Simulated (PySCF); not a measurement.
Identify the unknown among the candidates.

All candidates are C3H10N (charge +1).

* Valence photoelectron: vertical ionisation energy: 17.32 eV [ΔSCF wB97X-D/def2-SVPD]
* UV, strongest line: among the 10 lowest singlet transitions: S7 at 11.00 eV (113 nm, f = 0.128) [TDDFT wB97X-D/def2-SVPD]
* 1H NMR: chemical shifts (computed TMS as zero) by class: 4.38 (3 H), 3.96 (1 H), 1.68 (6 H) ppm [GIAO B97-2/pcSseg-2]
* Couplings: largest of the computed one-bond spin–spin couplings (means over like bonds): 13C–1H +153.2, 13C–1H +138.0 (×6), 15N–1H -77.6 (×3), 13C–13C +37.1 (×2), 15N–13C -1.1 Hz [B3LYP/pcJ-1, spin–dipole term left out for some pairs]
* 13C NMR: chemical shifts (computed TMS as zero) by class: 58.6 (1 C), 22.2 (2 C) ppm [GIAO B97-2/pcSseg-2]
* XPS: C1s 295.8 (×2), C1s 297.8, N1s 414.6 eV [ΔSCF SCAN, pcX-2 on the ionised atom, pcseg-1 elsewhere, spin-free X2C]
* Triplet: lowest triplet excitation (Tamm–Dancoff): 9.37 eV [TDA wB97X-D/def2-SVPD]
* Polarisability: 43.2 au [wB97X-D/def2-SVPD]
* NMR, other nuclei: isotropic shieldings of nuclei other than C and H, by class: 190 (1 N) ppm [GIAO B97-2/pcSseg-2]
* Rotational structure: rotational constants A, B, C: 7.767, 7.699, 4.474 GHz [PBE0-D3(BJ)/def2-SVP]

The electronic properties come from PySCF, for the isolated species, density fitting. Levels stand in brackets. Isolated species at its PBE0-D3(BJ)/def2-SVP geometry, gas phase. Each NMR value is the plain mean over a class of atoms that symmetry, rotation or inversion makes alike.

Task: Which candidate is it?
A. `CC[NH2+]C`
B. `CCC[NH3+]`
C. `CC(C)[NH3+]`

Result: C. It is `CC(C)[NH3+]`. Numbering: `[CH3:1][CH:2]([CH3:3])[NH3+:4]`. 3 carbons fall into 2 classes; from least to most shielded: sp3 carbon bound to nitrogen [C2] (58.6 ppm), methyl carbon [C1/C3] (22.2 ppm, 2 C). Hydrogen classes from least to most shielded: 3 H on an ammonium nitrogen, N4 (4.38 ppm), 1 H on an sp3 carbon bound to nitrogen, C2 (3.96 ppm), 6 H on 2 methyl carbons, C1/C3 (1.68 ppm, a mean of values up to 0.7 ppm apart in this geometry). The other shieldings belong to: 190 ppm, ammonium nitrogen [N4]. The couplings run between: +153.2 Hz, sp3 carbon bound to nitrogen [C2] and its hydrogen; +138.0 Hz, methyl carbon [C1] and its hydrogen (with 5 like pairs); -77.6 Hz, ammonium nitrogen [N4] and its hydrogen (with 2 like pairs); +37.1 Hz, methyl carbon [C1] and sp3 carbon bound to nitrogen [C2] (with 1 like pair); -1.1 Hz, ammonium nitrogen [N4] and sp3 carbon bound to nitrogen [C2]. The core levels belong to: C1s 295.8 eV, methyl carbon [C1/C3]; C1s 297.8 eV, sp3 carbon bound to nitrogen [C2]; N1s 414.6 eV, ammonium nitrogen [N4]. The first electron is taken from the HOMO, whose largest Löwdin shares are 0.24 on the sp3 carbon bound to nitrogen, 0.17 on each of 2 atoms of one kind (methyl carbon) and 0.13 on the methine hydrogen. The optimised geometry has point group Cs and is an asymmetric top.

The others, at the same levels:
- `CC[NH2+]C` fails: its computed core binding energies are C1s 295.8, C1s 297.6, C1s 297.7, N1s 414.2 eV, vertical ionisation energy is 17.65 eV (against 17.32 eV) and lowest triplet excitation (Tamm–Dancoff) is 9.62 eV (against 9.37 eV).
- `CCC[NH3+]` fails: it has 3 carbon classes against 2; its computed 13C shifts are 51.8 (1 C), 23.8 (1 C), 10.3 (1 C) ppm, core binding energies are C1s 295.1, C1s 295.8, C1s 297.8, N1s 414.8 eV and 1H shifts are 4.62 (3 H), 3.54 (2 H), 2.11 (2 H), 1.29 (3 H) ppm.

Each candidate is one conformer, not necessarily the lowest. Dipoles, sizes and rotational constants follow the conformer. The torsions of the flexible species, by atom-mapped SMILES:
- `[CH3:1][CH2:2][NH2+:3][CH3:4]`: C1–C2–N3–C4 178°
- `[CH3:1][CH2:2][CH2:3][NH3+:4]`: C1–C2–C3–N4 -61°
